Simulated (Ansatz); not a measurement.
Si2W:

```
W Si
1.0
     4.61685    0.00000    0.00000
    -2.30843    3.99831    0.00000
     0.00000    0.00000    6.65322
W Si
3 6
Direct
  0.50000 0.00000 0.50000
  0.50000 0.50000 0.83333
  0.00000 0.50000 0.16667
  0.32725 0.16363 0.16667
  0.83637 0.16363 0.83333
  0.16363 0.32725 0.50000
  0.67275 0.83637 0.16667
  0.16363 0.83637 0.83333
  0.83637 0.67275 0.50000
```

Measurements of this composition are mostly on another form, of space group No. 139.

Base run:

| Property | Result |
| --- | --- |
| Program | Ansatz 0.2.0 |
| Functional | PBEsol |
| Potentials or basis | Ansatz PAW |
| Cutoff | 420 eV |
| Density cutoff | 1680 eV |
| k mesh | 7 × 7 × 4 |
| Occupations | fermi-dirac, width 0.05 eV |
| Spin | no spin polarisation |

Its results: band gap on the k mesh 0.22 eV, indirect (least direct gap 0.67 eV); pressure -5.6 GPa.

Task: The run is repeated on the same cell with these changes: functional from PBEsol to BLYP. What comes out?

Result: Band gap on the k mesh 0.21 eV, indirect (least direct gap 0.64 eV); pressure 8.4 GPa.

BLYP binds less tightly than PBEsol, so the same cell stands under more pressure.

Caveats: spin-orbit coupling is left out, which moves the levels of the heavy elements; the PAW data sets come from PBE, with cores solved anew for the run's functional, which leaves a small shift of forces and pressure; odd divisions of the mesh miss points on the zone boundary, where band edges often lie, so the gap on the mesh can be too wide (some runs); the density of states is complete only up to the lowest level of the last band computed (some runs); the potentials were made for another functional, which shifts forces and pressure (some runs); the k mesh misses the band edges, so the gap on the mesh is wider than the one along the path (some runs).

Not every run made on this cell is shown here.
